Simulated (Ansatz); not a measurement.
# HfN (Fm-3m) in Ansatz: convergence with smearing width

Aim: find how far smearing width must go before the results for HfN settle, at LDA. This setting moves, with any that are tied to it; all else stays.

Everything below comes from runs of Ansatz 0.2.0. Logs are shortened: lines on timing, memory, paths and dates and some standing lists are left out, and cuts for length are marked.

## 1. The crystal as given

The structure is cubic, space group Fm-3m (No. 225). Conventional cell: a = 4.512 Å, b = 4.512 Å, c = 4.512 Å, α = 90.00°, β = 90.00°, γ = 90.00°. Hf (site symmetry m-3m) is surrounded by 6 N at 2.26 Å. Around N (site symmetry m-3m) lie 6 Hf at 2.26 Å.

## 2. With smearing width 0.3 eV

File input.yaml:

```yaml
crystal:
  lattice:
    - [0.0, 2.256, 2.256]
    - [2.256, 0.0, 2.256]
    - [2.256, 2.256, 0.0]
  atoms:
    - { symbol: Hf, position: [0.0, 0.0, 0.0] }
    - { symbol: "N", position: [0.5, 0.5, 0.5] }
kpoints:
  mp_grid: { grid: [10, 10, 10] }
scf:
  occupations: { method: fermi_dirac, width: 0.3 }
hamiltonian:
  xc: lda
  pseudopotentials: { kind: all_electron, lapw: { basis_error: 0.001 } }
output:
  forces: true
  stress: true
  eigenvalues: true
```

Potentials or basis: all-electron LAPW, scalar-relativistic.

Started as:

```console
> ansatz run input.yaml --threads 1 --pin off --max-ram 3072MiB --backend cpu --events-out ev --progress --plain --runs-dir out
```

Run time: 13 s. Hardware: 1 thread of Arm Neoverse V1, shared host; peak memory 0.33 GiB.

What came out:

- Free energy: -411489.9514 eV
- Pressure: -7.5 GPa
- Band gap on the k mesh: none (metal or under the smearing width)

## 3. With smearing width 0.2 eV

Edit input.yaml of step 2 so:

```diff
@@ -11,3 +11,3 @@
 scf:
-  occupations: { method: fermi_dirac, width: 0.3 }
+  occupations: { method: fermi_dirac, width: 0.2 }
 hamiltonian:
```

Potentials or basis: all-electron LAPW, scalar-relativistic.

Started as:

```console
> ansatz run input.yaml --threads 1 --pin off --max-ram 3072MiB --backend cpu --events-out ev --progress --plain --runs-dir out
```

Wall time 13 s (1 thread of Arm Neoverse V1, shared host); peak memory 0.33 GiB.

Results:

| Quantity | Value |
| --- | --- |
| Free energy | -411489.9020 eV |
| Pressure | -7.9 GPa |
| Band gap on the k mesh | none (metal or under the smearing width) |

## 4. With smearing width 0.15 eV

Edit input.yaml of step 3 so:

```diff
@@ -11,3 +11,3 @@
 scf:
-  occupations: { method: fermi_dirac, width: 0.2 }
+  occupations: { method: fermi_dirac, width: 0.15 }
 hamiltonian:
```

Started as:

```console
> ansatz run input.yaml --threads 1 --pin off --max-ram 3072MiB --backend cpu --events-out ev --progress --plain --runs-dir out
```

Wall time 13 s (1 thread of Arm Neoverse V1, shared host); peak memory 0.33 GiB.

Results:

```yaml
Free_energy: -411489.8838 eV
Pressure: -8.0 GPa
Band_gap_on_the_k_mesh: none (metal or under the smearing width)
```

## 5. With smearing width 0.1 eV

Edit input.yaml of step 4 so:

```diff
@@ -11,3 +11,3 @@
 scf:
-  occupations: { method: fermi_dirac, width: 0.15 }
+  occupations: { method: fermi_dirac, width: 0.1 }
 hamiltonian:
```

Started as:

```console
> ansatz run input.yaml --threads 1 --pin off --max-ram 3072MiB --backend cpu --events-out ev --progress --plain --runs-dir out
```

It took 13 s on 1 thread of Arm Neoverse V1, shared host; peak memory 0.33 GiB.

What came out:

```yaml
Free_energy: -411489.8702 eV
Pressure: -8.1 GPa
Band_gap_on_the_k_mesh: none (metal or under the smearing width)
```

## 6. With smearing width 0.05 eV

Edit input.yaml of step 5 so:

```diff
@@ -11,3 +11,3 @@
 scf:
-  occupations: { method: fermi_dirac, width: 0.1 }
+  occupations: { method: fermi_dirac, width: 0.05 }
 hamiltonian:
```

Potentials or basis: all-electron LAPW, scalar-relativistic.

Started as:

```console
> ansatz run input.yaml --threads 1 --pin off --max-ram 3072MiB --backend cpu --events-out ev --progress --plain --runs-dir out
```

Run time: 11 s. Hardware: 1 thread of Arm Neoverse V1, shared host; peak memory 0.33 GiB.

What came out:

```
Free energy            : -411489.8616 eV
Pressure               : -8.2 GPa
Band gap on the k mesh : none (metal or under the smearing width)
```

## 7. With smearing width 0.025 eV

Edit input.yaml of step 6 so:

```diff
@@ -11,3 +11,3 @@
 scf:
-  occupations: { method: fermi_dirac, width: 0.05 }
+  occupations: { method: fermi_dirac, width: 0.025 }
 hamiltonian:
```

Started as:

```console
> ansatz run input.yaml --threads 1 --pin off --max-ram 3072MiB --backend cpu --events-out ev --progress --plain --runs-dir out
```

Run time: 11 s. Hardware: 1 thread of Arm Neoverse V1, shared host; peak memory 0.33 GiB.

The run converged. Its results:

```
Free energy            : -411489.8590 eV
Pressure               : -8.2 GPa
Band gap on the k mesh : none (metal or under the smearing width)
```

## 8. With smearing width 0.01 eV

Edit input.yaml of step 7 so:

```diff
@@ -11,3 +11,3 @@
 scf:
-  occupations: { method: fermi_dirac, width: 0.025 }
+  occupations: { method: fermi_dirac, width: 0.01 }
 hamiltonian:
```

Potentials or basis: all-electron LAPW, scalar-relativistic.

Started as:

```console
> ansatz run input.yaml --threads 1 --pin off --max-ram 3072MiB --backend cpu --events-out ev --progress --plain --runs-dir out
```

Standard output:

```text
Warning: RAYON_NUM_THREADS=1 ignored (pool sized by the plan → 1); use --threads N
LAPW: plane waves up to 9.491 Å⁻¹, error target 1.0e-3 eV per atom; small_component_spin mean_spin; N in spheres of 0.954 Å, 7 of its electrons in bands, Dirac shells []; Hf in spheres of 1.302 Å, 42 of its electrons in bands, Dirac shells [] (how accurate: hamiltonian.pseudopotentials.lapw.basis_error, Limitations)
Engine: ansatz 0.2.0, aarch64-unknown-linux-gnu
Pseudopotentials: kind: all_electron
Pseudopotential: Hf, LAPW, valence charge 42, lapw/all_electron/scalar/gaussian/Hf, Koelling and Harmon's equation, gaussian nucleus
Pseudopotential: N, LAPW, valence charge 7, lapw/all_electron/scalar/gaussian/N, Koelling and Harmon's equation, gaussian nucleus
Functional definition: SPW92
  exchange = slater_x
  correlation = pw_c
Crystal: 2 atoms, lattice volume = 22.964 Å³
Basis set: ecut = 343.227419599731 eV, 331 PW (Γ), exchange–correlation at level 2
Bands: 30, of which v1, the nominal top of the filled ones, is band 25 counted from 1 (24 counted from 0)
Symmetry: 48 space group operations
Space group: Fm-3m (ITA 225), of the structure as read, at distance tolerance 2.8e-5 Å
k-points: 47 of 1000
Non-local potential: Hf, projectors of the file, none
Non-local potential: N, projectors of the file, none
Initial density: superposition of atomic densities (chi_scale 0.1, normalization cell, long waves kept (reshape's long-wave potential 0.00 eV rms))
Initial wavefunctions: plane waves of lowest kinetic energy (no species holds an atomic orbital)
Functional: x = slater, c = lda
iter 1 solved again at ethr=9.35e-3 eV; its pass at ethr=1.00e-1 eV (dr2=4.58e0 eV) is discarded
SCF iter   1: F=—  HF=-411491.814090 eV  |F-HF|=—  |Δ(HF+E_count)|=         —  Δρ=1.24e-1  dr2=4.58e0  ethr=9.35e-3  ⟨swp⟩=2.0  Hψ=8772  notcnv=0
preconditioner: auto → none  [insulator: Δε(μ)=0.154 eV  Ē_g=19.168 eV  σ=0.010 eV  W_gap=0.61  n_scr=14 (ndim 8)  ℏωp=41.7 eV  f_vac=0.000  D(μ)=0.63/eV (n_scr^D=0)  ε∞_Penn≈5.7]
SCF iter   2: F=—  HF=-411490.965831 eV  |F-HF|=—  |Δ(HF+E_count)|=   8.48e-1  Δρ=7.91e-2  dr2=1.60e0  ethr=9.35e-3  ⟨swp⟩=3.0  Hψ=4236  notcnv=0
iter 3 solved again at ethr=1.26e-4 eV; its pass at ethr=3.28e-3 eV (dr2=6.19e-2 eV) is discarded
SCF iter   3: F=—  HF=-411489.879887 eV  |F-HF|=—  |Δ(HF+E_count)|=    1.09e0  Δρ=1.49e-2  dr2=6.20e-2  ethr=1.26e-4  ⟨swp⟩=2.0  Hψ=7287  notcnv=0
SCF iter   4: F=—  HF=-411489.869175 eV  |F-HF|=—  |Δ(HF+E_count)|=         —  Δρ=1.50e-3  dr2=5.01e-4  ethr=1.26e-4  ⟨swp⟩=2.0  Hψ=4463  notcnv=0
the basis was enlarged: its passes take 113.8 KiB over the memory plan, 1 of 1 planned eigensolver slots
SCF iter   5: F=—  HF=-411489.859612 eV  |F-HF|=—  |Δ(HF+E_count)|=   9.56e-3  Δρ=3.37e-3  dr2=3.50e-3  ethr=1.02e-6  ⟨swp⟩=3.0  Hψ=4847  notcnv=0
SCF iter   6: F=—  HF=-411489.858140 eV  |F-HF|=—  |Δ(HF+E_count)|=   1.47e-3  Δρ=2.59e-4  dr2=1.86e-5  ethr=1.02e-6  ⟨swp⟩=3.0  Hψ=4590  notcnv=0
SCF iter   7: F=—  HF=-411489.858136 eV  |F-HF|=—  |Δ(HF+E_count)|=   4.16e-6  Δρ=2.78e-5  dr2=6.60e-8  ethr=3.79e-8  ⟨swp⟩=2.0  Hψ=4209  notcnv=0
SCF iter   8: F=-411489.858136 eV  HF=-411489.858136 eV  |F-HF|=3.49e-10  |Δ(HF+E_count)|=   2.04e-9  Δρ=2.69e-6  dr2=6.17e-10  ethr=1.35e-10  ⟨swp⟩=2.7  Hψ=4250  notcnv=0
SCF 1 converged in 8 iterations: F = -411489.858136 eV  dr2 = 6.17e-10
SCF converged after 8 iterations
Free energy (F): -411489.858136 eV
Harris-Foulkes:  -411489.858136 eV  (|F-HF|=3.49e-10)
Internal energy: -411489.857799 eV  (E = F + TS)
E sigma→0 (E₀):  -411489.857967 eV
Entropy (-TS):   -0.000336 eV (-0.168 meV/atom)
Fermi energy:    23.959964 eV
--- Per-component energies (eV) ---
  E_band       = -4388.035544
  E_kinetic    = 457560.494272
  E_xc         = -8348.560755
  E_electrostatic = -860701.791317  (all electrons and nuclei)
  E_smearing   = -0.000336  (= −TS)
  E_closure    = 0.000000  (closes the sum)
  E_atoms      = -411468.675594  (free atoms, spherical and without spin; not in F)
  Σ components = -411489.858136   (vs F -411489.858136, Δ=0.00e0)
  Basis errors (estimates in eV, not in F): energy 3.4e-4 per atom: plane waves 3.0e-4 (1.7e-4 summed), levels above the bands 0.0e0, relativity 9.4e-9, radial functions 3.5e-5, core shells 5.2e-7; eigenvalues (radial functions only) 5.4e-6; not estimated: angular momenta, meshes, grids; target (lapw.basis_error) 1.0e-3; muffin-tin radii N 0.954 Å, Hf 1.302 Å
--- Forces (eV/Å), atoms counted from 1 ---
  atom   1  Hf    -0.00000000    -0.00000000    -0.00000000
  atom   2  N      0.00000000    -0.00000000     0.00000000
  max |Σ_I F_I| component: 1.84e-30 eV/Å
--- Stress (GPa, compression-positive) ---
       -8.196331       0.000000       0.000000
        0.000000      -8.196331       0.000000
        0.000000       0.000000      -8.196331
  P = ⅓ Tr σ = -8.1963 GPa (-81.963 kbar)
--- Band table (eV; the first three rows and the last of 47) ---
  k-point 0: bands = ["-350.3913", "-349.3114", "-349.3114", "-349.3114", "-177.6938", "-177.6938", "-177.6911", "-177.6911", "-177.6911", "-38.7127", "-7.1181", "-7.1181", "-7.1181", "6.6295", "11.2911", "11.2911", "11.2911", "11.3262", "11.4266", "11.4266", "11.4266", "21.0526", "21.0526", "21.0526", "23.5198", "23.5198", "23.5198", "25.8323", "25.8323", "25.8750"]
  k-point 1: bands = ["-350.3913", "-349.3114", "-349.3114", "-349.3114", "-177.6938", "-177.6938", "-177.6911", "-177.6911", "-177.6911", "-38.7067", "-7.2210", "-7.1267", "-7.1267", "6.8586", "11.2936", "11.2996", "11.2996", "11.3312", "11.4194", "11.4194", "11.4269", "20.1190", "20.4755", "20.4755", "23.7850", "23.8544", "23.8544", "26.5554", "26.5885", "26.5885"]
  k-point 2: bands = ["-350.3913", "-349.3114", "-349.3114", "-349.3114", "-177.6938", "-177.6938", "-177.6911", "-177.6911", "-177.6911", "-38.6910", "-7.4799", "-7.1491", "-7.1491", "7.4697", "11.3090", "11.3225", "11.3225", "11.3460", "11.4017", "11.4017", "11.4277", "18.4375", "19.4347", "19.4347", "24.2120", "24.6782", "24.6782", "27.9700", "28.2722", "28.2722"]
  k-point 46: bands = ["-350.3913", "-349.3114", "-349.3114", "-349.3114", "-177.6938", "-177.6938", "-177.6911", "-177.6911", "-177.6911", "-38.6290", "-7.7659", "-7.6121", "-7.4696", "8.2718", "11.3436", "11.3525", "11.3569", "11.3781", "11.3801", "11.4051", "11.4398", "18.0171", "18.4673", "18.6098", "23.9090", "26.2413", "29.3460", "29.4470", "30.1957", "33.8318"]
```

Wall time 12 s (1 thread of Arm Neoverse V1, shared host); peak memory 0.33 GiB.

Results:

```yaml
Free_energy: -411489.8581 eV
Pressure: -8.2 GPa
Band_gap_on_the_k_mesh: none (metal or under the smearing width)
```

## 9. Result

```csv
smearing width,"energy less the tightest run, at zero smearing (meV/atom)",pressure (GPa),SCF cycles,CPU time (s),peak memory (GiB)
0.3 eV,-3.15,-7.52,10,13,0.33
0.2 eV,-1.66,-7.88,10,13,0.33
0.15 eV,-0.98,-8.01,10,13,0.33
0.1 eV,-0.55,-8.12,10,13,0.33
0.05 eV,-0.23,-8.20,8,11,0.33
0.025 eV,-0.03,-8.21,8,11,0.33
0.01 eV,0.00,-8.20,8,12,0.33
```

Against the tightest run, the energy stays within 1 meV/atom from 0.15 eV on; the pressure stays within 0.1 GPa from 0.1 eV on. Narrower smearing needs a denser k mesh, so at a fixed mesh the narrowest width isn't the most accurate. The tightest run that finished is the yardstick and may itself not be fully converged.
